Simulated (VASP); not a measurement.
Runs of VASP 6.6.1 on Mg. It takes space group Fm-3m (No. 225, cubic). Conventional cell: a = 4.489 Å, b = 4.489 Å, c = 4.489 Å, α = 90.00°, β = 90.00°, γ = 90.00°. Mg (site symmetry m-3m) is surrounded by 12 Mg at 3.17 Å. This isn't the form of Mg at room conditions, which is hcp.

| task | level | potentials or basis | cell | k mesh | smearing | monkhorst-Pack mesh | grid for exact exchange (PRECFOCK) | screening parameter | exchange at q = 0 | other keys | mesh quality | gap on the mesh (eV) | pressure (GPa) |
| --- | --- | --- | --- | --- | --- | --- | --- | --- | --- | --- | --- | --- | --- |
| optical spectrum | vdW-DF-cx | VASP PAW PBE potentials, release 64 (Mg) | volume scaled by 0.8 | 10 × 10 × 10 | methfessel-paxton 0.2 eV | yes | - | - | - | shifted = yes; NBANDS = 5 | not flagged | - | 13.8 |
| single point | HSE06+MBD | VASP PAW PBE potentials, release 64 (Mg) | as given | 5 × 5 × 5 | methfessel-paxton 0.1 eV | - | Normal | 0.2 1/A | - | - | coarse | none | (a) |
| single point | RPBE | VASP PAW PBE potentials, release 54 (Mg) | as given | 10 × 10 × 10 | gaussian 0.1 eV | - | - | - | - | - | not flagged | none | 1.8 |
| single point | B3LYP+D4 | VASP PAW PBE potentials, release 64 (Mg_pv) | volume scaled by 1.04 | 5 × 5 × 5 | fermi-dirac 0.1 eV | - | Normal | - | truncated | - | coarse | none | -1.8 |

Alike in all rows: no spin polarisation; cutoff (eV) 520.

Question: Estimate the missing entries.

Answer: (a) -1.6.

Caveats: some runs use coarse meshes; the PAW data sets were made with another functional, which shifts forces and pressure a little; pairwise dispersion overbinds metals, which lowers pressure and volume (some runs); spectra need much finer meshes, so this one isn't converged (some runs); independent-particle spectra lack excitons (some runs); the intraband (Drude) part of a metal's response may be missing (some runs).

A gap of «none» marks a metal or a gap under the smearing width.

The runs don't all hold the same shells in valence.

Runs at the PBE level aren't shown here.
